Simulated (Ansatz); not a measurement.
# Phosphorus, bcc: HSE06 after PBE

Aim: see what exact exchange does to the levels, and what it costs. Spin polarisation is left out. The geometry was relaxed under PBE beforehand and is kept. Exact exchange is dear, so the k-mesh is coarse, and PBE is run on the same mesh for comparison.

Program: Ansatz 0.2.0. Level of theory: DFT, plane waves (420 eV) with PBE-made PAW files, scalar-relativistic; functionals as named at each step. These are calculated values, not measurements.

**1. The starting structure**

It takes space group Im-3m (No. 229, cubic). Conventional cell: a = 3.053 Å, b = 3.053 Å, c = 3.053 Å, α = 90.00°, β = 90.00°, γ = 90.00°. P (site symmetry m-3m) is surrounded by 8 P at 2.64 Å.

Structure file:

```cif
data_structure
_symmetry_space_group_name_H-M 'P 1'
_symmetry_Int_Tables_number 1
_cell_length_a 2.6438
_cell_length_b 2.6438
_cell_length_c 2.6438
_cell_angle_alpha 109.471
_cell_angle_beta 109.471
_cell_angle_gamma 109.471
_cell_volume 14.23
loop_
_atom_site_label
_atom_site_type_symbol
_atom_site_fract_x
_atom_site_fract_y
_atom_site_fract_z
_atom_site_occupancy
P1 P 0.00000 0.00000 0.00000 1
```

**2. PBE on the coarse mesh**

The run with PBE.

Contents of input.yaml:

```yaml
crystal:
  lattice:
    - [-1.5264159377, 1.5264159377, 1.5264159377]
    - [1.5264159377, -1.5264159377, 1.5264159377]
    - [1.5264159377, 1.5264159377, -1.5264159377]
  atoms:
    - { symbol: P, position: [0.0, 0.0, 0.0] }
hamiltonian:
  xc: pbe
  pseudopotentials:
    kind: paw
    azcp:
      P: "pseudopotentials/P.paw.azcp"
basis:
  ecutwfc: 420
  fft_grid_basis: typed
kpoints:
  mp_grid: { grid: [7, 7, 7], shift: [0, 0, 0] }
magnetization:
  spin_polarized: false
scf:
  occupations: { method: fermi_dirac, width: 0.1 }
```

Run with:

```bash
> ansatz run input.yaml --threads 4 --pin off --max-ram 8192MiB --backend cpu --events-out ev --progress --plain --runs-dir out
```

Standard output:

```text
Warning: RAYON_NUM_THREADS=4 ignored (pool sized by the plan → 4); use --threads N
Engine: ansatz 0.2.0, aarch64-unknown-linux-gnu
Pseudopotentials: kind: paw
Pseudopotential: P, paw, valence charge 5, recommended cutoff 420 eV (normal), <dir>
Functional definition: PBE
  parameter kappa = 0.804
  parameter beta = 0.06672455060314922
  exchange = pbe_x(kappa = kappa, mu = beta*pi^2/3)
  correlation = pbe_c(beta = beta)
Crystal: 1 atoms, lattice volume = 14.226 Å³
Basis set: ecut = 420 eV, 321 PW (Γ)
Bands: 7, of which v1, the nominal top of the filled ones, is band 3 counted from 1 (2 counted from 0)
Symmetry: 48 space group operations
Space group: Im-3m (ITA 229), of the structure as read, at distance tolerance 2.4e-5 Å
k-points: 20 of 343
Non-local potential: P, projectors of the file, l = 0: 2, l = 1: 2, l = 2: 2
PAW form: soft (Blöchl's): semilocal exchange-correlation on the pseudo side does not see the compensation charge
PAW one-centre angular grid: P, 110 points (default); XC on 64 Gauss nodes
Initial density: superposition of atomic densities (neutral atoms: chi_scale 0, normalization atom), corrected by the library's trained network
Initial wavefunctions: pseudopotential atomic-orbital guess
Functional: x = pbe(κ = 0.804, μ = 0.2195149727645171), c = pbe(β = 0.06672455060314922)
SCF iter   1: F=—  HF=-754.934344 eV  |F-HF|=—  |Δ(HF+E_count)|=         —  Δρ=2.54e-3  dr2=4.21e-4  ethr=1.77e-3  ⟨swp⟩=6.4  Hψ=1304  notcnv=0
preconditioner: auto → none  [insulator: Δε(μ)=0.414 eV  Ē_g=15.450 eV  σ=0.100 eV  W_gap=0.76  n_scr=0 (ndim 8)  ℏωp=22.0 eV  f_vac=0.000  D(μ)=0.41/eV (n_scr^D=0)  ε∞_Penn≈3.0]
SCF iter   2: F=—  HF=-754.934467 eV  |F-HF|=—  |Δ(HF+E_count)|=   1.23e-4  Δρ=1.28e-3  dr2=1.05e-4  ethr=8.42e-6  ⟨swp⟩=1.8  Hψ=320  notcnv=0
SCF iter   3: F=—  HF=-754.934512 eV  |F-HF|=—  |Δ(HF+E_count)|=   4.51e-5  Δρ=1.19e-4  dr2=2.02e-6  ethr=2.10e-6  ⟨swp⟩=2.0  Hψ=184  notcnv=0
SCF iter   4: F=—  HF=-754.934511 eV  |F-HF|=—  |Δ(HF+E_count)|=   1.57e-6  Δρ=7.79e-5  dr2=8.69e-7  ethr=4.04e-8  ⟨swp⟩=1.0  Hψ=135  notcnv=0
iter 5 did not close the SCF: its close was put off for the readings that it lacked (scf_convergence_deferred on its scf_iter line)
SCF iter   5: F=-754.934510 eV  HF=-754.934510 eV  |F-HF|=1.49e-8  |Δ(HF+E_count)|=   3.48e-7  Δρ=1.46e-5  dr2=3.04e-8  ethr=1.74e-8  ⟨swp⟩=2.0  Hψ=184  notcnv=0
SCF iter   6: F=-754.934510 eV  HF=-754.934510 eV  |F-HF|=4.41e-11  |Δ(HF+E_count)|=   1.11e-8  Δρ=7.42e-7  dr2=7.97e-11  ethr=6.09e-10  ⟨swp⟩=1.0  Hψ=384  notcnv=0
SCF 1 converged in 6 iterations: F = -754.934510 eV  dr2 = 7.97e-11
SCF converged after 6 iterations
Free energy (F): -754.934510 eV
Harris-Foulkes:  -754.934510 eV  (|F-HF|=4.41e-11)
Internal energy: -754.918970 eV  (E = F + TS)
E sigma→0 (E₀):  -754.926740 eV
Entropy (-TS):   -0.015540 eV (-15.540 meV/atom)
Fermi energy:    11.507458 eV
--- Per-component energies (eV) ---
  E_band       = 24.759621
  E_kinetic    = 69.845782
  E_local      = -15.691006  (includes V_loc(G=0)·N_el)
  E_nonlocal   = 33.299025
  E_hartree    = 2.768465
  E_xc         = -61.418027
  E_vxc        = -60.830551  (∫ρ·V_xc dr)
  E_paw        = -569.153292  (= ΣΔE_a)
  E_vpaw       = -7.400537  (= ΣTr[D̂ρ^β])
  E_aug_tail   = 0.000004  (compensation charges beyond the density's cutoff)
  E_ewald      = -214.569921
  E_smearing   = -0.015540  (= −TS)
  E_closure    = 0.000000  (closes the sum)
  Σ components = -754.934510   (vs F -754.934510, Δ=0.00e0)
```

Wall time 0.14 s (4 threads of Arm Neoverse V2, shared host); peak memory 0.22 GiB.

**3. HSE06 on the coarse mesh**

The run with HSE06.

Changes to input.yaml since step 2:

```diff
@@ -8,3 +8,3 @@
 hamiltonian:
-  xc: pbe
+  xc: hse06
   pseudopotentials:
```

Run with:

```bash
> ansatz run input.yaml --threads 4 --pin off --max-ram 8192MiB --backend cpu --events-out ev --progress --plain --runs-dir out
```

Standard output:

```text
Warning: RAYON_NUM_THREADS=4 ignored (pool sized by the plan → 4); use --threads N
Engine: ansatz 0.2.0, aarch64-unknown-linux-gnu
Pseudopotentials: kind: paw
Pseudopotential: P, paw, valence charge 5, recommended cutoff 420 eV (normal), <dir>
Functional definition: HSE06
  parameter a = 0.25
  parameter omega = 0.11/bohr
  exchange = pbe_x - a*pbe_x_sr(omega) + a*exact_x_sr(omega)
  correlation = pbe_c
Crystal: 1 atoms, lattice volume = 14.226 Å³
Basis set: ecut = 420 eV, 321 PW (Γ)
Bands: 7, of which v1, the nominal top of the filled ones, is band 3 counted from 1 (2 counted from 0)
Symmetry: 48 space group operations
Space group: Im-3m (ITA 229), of the structure as read, at distance tolerance 2.4e-5 Å
k-points: 20 of 343
Non-local potential: P, projectors of the file, l = 0: 2, l = 1: 2, l = 2: 2
PAW form: soft (Blöchl's): semilocal exchange-correlation on the pseudo side does not see the compensation charge
PAW frozen core: P, regenerated for the run's functional, and the local potential with it (the file was generated under x = pbe(κ = 0.804, μ = 0.2195149727645171), c = pbe(β = 0.06672455060314922))
PAW one-centre angular grid: P, 110 points (default); XC on 64 Gauss nodes
Initial density: superposition of atomic densities (neutral atoms: chi_scale 0, normalization atom), corrected by the library's trained network
Initial wavefunctions: pseudopotential atomic-orbital guess
Functional: x = pbe(κ = 0.804, μ = 0.2195149727645171), c = pbe(β = 0.06672455060314922), warm-up for x = pbe(κ = 0.804, μ = 0.2195149727645171) + 0.25 (exact − pbe) at short range (hse, ω = 0.20786987370883472 Å⁻¹), c = pbe(β = 0.06672455060314922); HSE06 as pw.x's `hse` composes it (authors' and Libxc's form: `xc: wpbeh`)
SCF iter   1: F=—  HF=-754.935330 eV  |F-HF|=—  |Δ(HF+E_count)|=         —  Δρ=2.86e-3  dr2=6.31e-4  ethr=1.77e-3  ⟨swp⟩=6.6  Hψ=667  notcnv=0
preconditioner: auto → none  [insulator: Δε(μ)=0.421 eV  Ē_g=15.451 eV  σ=0.100 eV  W_gap=0.77  n_scr=0 (ndim 8)  ℏωp=22.0 eV  f_vac=0.000  D(μ)=0.40/eV (n_scr^D=0)]
SCF iter   2: F=—  HF=-754.935349 eV  |F-HF|=—  |Δ(HF+E_count)|=   1.94e-5  Δρ=1.37e-3  dr2=1.30e-4  ethr=1.26e-5  ⟨swp⟩=2.2  Hψ=210  notcnv=0  defer=2
iter 3 solved again at ethr=1.65e-8 eV; its pass at ethr=2.60e-6 eV (dr2=8.24e-7 eV) is discarded
SCF iter   3: F=—  HF=-754.935384 eV  |F-HF|=—  |Δ(HF+E_count)|=   3.50e-5  Δρ=1.03e-4  dr2=8.25e-7  ethr=1.65e-8  ⟨swp⟩=3.0  Hψ=457  notcnv=0  defer=1
SCF iter   4: F=—  HF=-754.935384 eV  |F-HF|=—  |Δ(HF+E_count)|=   2.41e-7  Δρ=1.51e-5  dr2=2.22e-8  ethr=1.65e-8  ⟨swp⟩=2.0  Hψ=198  notcnv=0
SCF iter   5: F=-754.935384 eV  HF=-754.935384 eV  |F-HF|=7.51e-11  |Δ(HF+E_count)|=   4.25e-9  Δρ=1.76e-6  dr2=2.94e-10  ethr=4.44e-10  ⟨swp⟩=3.0  Hψ=218  notcnv=0
SCF 1 converged in 5 iterations: F = -754.935384 eV  dr2 = 2.94e-10
Initial density: handed on by an earlier stage of this run
Initial wavefunctions: those handed on with the density
Functional: x = pbe(κ = 0.804, μ = 0.2195149727645171) + 0.25 (exact − pbe) at short range (hse, ω = 0.20786987370883472 Å⁻¹), c = pbe(β = 0.06672455060314922); HSE06 as pw.x's `hse` composes it (authors' and Libxc's form: `xc: wpbeh`)
Exchange kernel: α = 0.2500, screened, ω = 0.2079 Å⁻¹, Wigner–Seitz truncation, v(0) = 1042.0480 eV·Å³, q-mesh 7×7×7, nearest image of the exchange supercell L = 18.51 Å, pair-density grid 12×12×12, without the augmentation charges, whose exchange is taken in its separable form by FFT convolution over the k-point mesh (sized by the pseudopotential files, 15×15×15 at the most), smooth part of the exact exchange by density-matrix convolution
Frozen-core exchange: fock
iter 1 solved again at ethr=5.91e-5 eV; its pass at ethr=1.00e-1 eV (dr2=2.96e-3 eV) is discarded
SCF iter   1: F=—  HF=-755.198185 eV  |F-HF|=—  |Δ(HF+E_count)|=         —  Δρ=4.71e-3  dr2=3.28e-3  ethr=5.91e-5  ⟨swp⟩=3.7  Hψ=680  notcnv=0
preconditioner: auto → none  [insulator: Δε(μ)=0.601 eV  Ē_g=17.173 eV  σ=0.100 eV  W_gap=0.88  n_scr=0 (ndim 8)  ℏωp=22.0 eV  f_vac=0.000  D(μ)=0.30/eV (n_scr^D=0)]
SCF iter   2: F=—  HF=-755.196726 eV  |F-HF|=—  |Δ(HF+E_count)|=   1.46e-3  Δρ=1.74e-3  dr2=4.66e-4  ethr=5.91e-5  ⟨swp⟩=2.0  Hψ=196  notcnv=0
SCF iter   3: F=—  HF=-755.197215 eV  |F-HF|=—  |Δ(HF+E_count)|=   4.89e-4  Δρ=4.31e-4  dr2=2.71e-5  ethr=7.99e-6  ⟨swp⟩=2.0  Hψ=196  notcnv=0
SCF iter   4: F=-755.197204 eV  HF=-755.197204 eV  |F-HF|=1.07e-8  |Δ(HF+E_count)|=   1.11e-5  Δρ=4.13e-5  dr2=2.22e-7  ethr=4.64e-7  ⟨swp⟩=3.0  Hψ=239  notcnv=0
SCF 2 stopped early in 4 iterations: F = -755.197204 eV  dr2 = 2.22e-7
hybrid outer 1: dexx = +7.216e-4 eV, tail = 8.78e-7 eV
Exchange kernel: α = 0.2500, screened, ω = 0.2079 Å⁻¹, Wigner–Seitz truncation, v(0) = 1042.0480 eV·Å³, q-mesh 7×7×7, nearest image of the exchange supercell L = 18.51 Å, pair-density grid 12×12×12, without the augmentation charges, whose exchange is taken in its separable form by FFT convolution over the k-point mesh (sized by the pseudopotential files, 15×15×15 at the most), smooth part of the exact exchange by density-matrix convolution
Frozen-core exchange: fock
SCF iter   1: F=—  HF=-755.197211 eV  |F-HF|=—  |Δ(HF+E_count)|=         —  Δρ=1.38e-5  dr2=1.61e-8  ethr=8.78e-8  ⟨swp⟩=5.8  Hψ=500  notcnv=0
preconditioner: auto → none  [insulator: Δε(μ)=0.610 eV  Ē_g=17.172 eV  σ=0.100 eV  W_gap=0.88  n_scr=0 (ndim 8)  ℏωp=22.0 eV  f_vac=0.000  D(μ)=0.29/eV (n_scr^D=0)]
iter 2 solved again at ethr=2.34e-11 eV; its pass at ethr=2.75e-10 eV (dr2=1.17e-9 eV) is discarded
SCF iter   2: F=-755.197211 eV  HF=-755.197211 eV  |F-HF|=3.08e-10  |Δ(HF+E_count)|=  6.68e-10  Δρ=5.34e-6  dr2=3.48e-9  ethr=2.34e-11  ⟨swp⟩=2.0  Hψ=449  notcnv=0
SCF 3 converged in 2 iterations: F = -755.197211 eV  dr2 = 3.48e-9
hybrid outer 2: dexx = +2.065e-8 eV, tail = 7.10e-9 eV, Δε = 1.57e-3 eV (about 1.64e-4 eV left of the loop's levels)
hybrid SCF converged: 2 outer / 6 inner (+5 warm-up), last move |dexx| = 2.06e-8 eV, tail = 7.10e-9 eV
Stability not checked: this state was not tested for a lower state beside it, because the functional holds exact exchange (a hybrid, or Hartree-Fock), whose exchange loop this test does not read (fock_operator; see scf.lower_state_search)
Free energy (F): -755.197211 eV
Frozen-core exchange: fock
Harris-Foulkes:  -755.197211 eV  (|F-HF|=3.08e-10)
Internal energy: -755.185681 eV  (E = F + TS)
E sigma→0 (E₀):  -755.191446 eV
Entropy (-TS):   -0.011530 eV (-11.530 meV/atom)
Fermi energy:    11.548967 eV
--- Per-component energies (eV) ---
  E_band       = 20.268597
  E_kinetic    = 69.246165
  E_local      = -14.592101  (includes V_loc(G=0)·N_el)
  E_nonlocal   = 32.787161
  E_hartree    = 2.618893
  E_xc         = -50.133371
  E_vxc        = -49.443275  (∫ρ·V_xc dr)
  E_exx        = -7.720617  (= α·E_x^exact, valence–valence)
  E_paw        = -572.746243  (= ΣΔE_a)
  E_vpaw       = -7.525940  (= ΣTr[D̂ρ^β])
  E_aug_tail   = 0.000004  (compensation charges beyond the density's cutoff)
  E_ewald      = -214.569921
  E_core_change = -0.075652  (= ΣΔE_core)
  E_smearing   = -0.011530  (= −TS)
  E_closure    = -0.000000  (closes the sum)
  Σ components = -755.197211   (vs F -755.197211, Δ=0.00e0)
--- Band table (eV; the first three rows and the last of 20) ---
  k-point 0: bands = ["-7.1105", "19.5721", "19.5721", "19.5721", "24.2468"]
  k-point 1: bands = ["-6.4375", "15.8859", "17.7226", "19.1469", "22.7709"]
  k-point 2: bands = ["-4.4330", "9.6915", "15.5523", "18.2166", "20.6879"]
  k-point 19: bands = ["4.4090", "8.6150", "8.6150", "9.1589", "14.4906"]
  guard bands above this table: 2 of the run's 7 bands. The solve was not asked for them (output.publish_guard_bands: true or output.eigenvalues: true publishes all)
```

Run time: 1.4 s. Hardware: 4 threads of Arm Neoverse V2, shared host; peak memory 0.48 GiB.

**4. Side by side**

```tsv
functional	gap on the mesh	Fermi energy (eV)	SCF cycles	exchange loops	CPU time
PBE	none (levels filled in part)	11.507	6	-	0.26 s
HSE06	none (levels filled in part)	11.549	11	2	4 s
```

**5. Results**

```
                           quantity                         value
                           PBE: gap  none (levels filled in part)
                         HSE06: gap  none (levels filled in part)
  HSE06: SCF cycles, exchange loops                         11, 2
   HSE06: CPU time over that of PBE                            16
HSE06: relative to black phosphorus                 +860 meV/atom
```

Both PBE and HSE06 leave levels filled in part. The hybrid took 16 times as much CPU time as PBE on the same settings. The exchange operator of HSE06 was renewed in 2 outer loops. To compare with dense-mesh energies, the change of PBE from this mesh and smearing to its dense run (-67.8 meV/atom, from a run not shown) is added. Under HSE06 it lies 860 meV/atom above black phosphorus (computed apart in the same way); on such meshes a few tens of meV are uncertain for metals. The total energies in the logs cannot be compared from one functional to another.
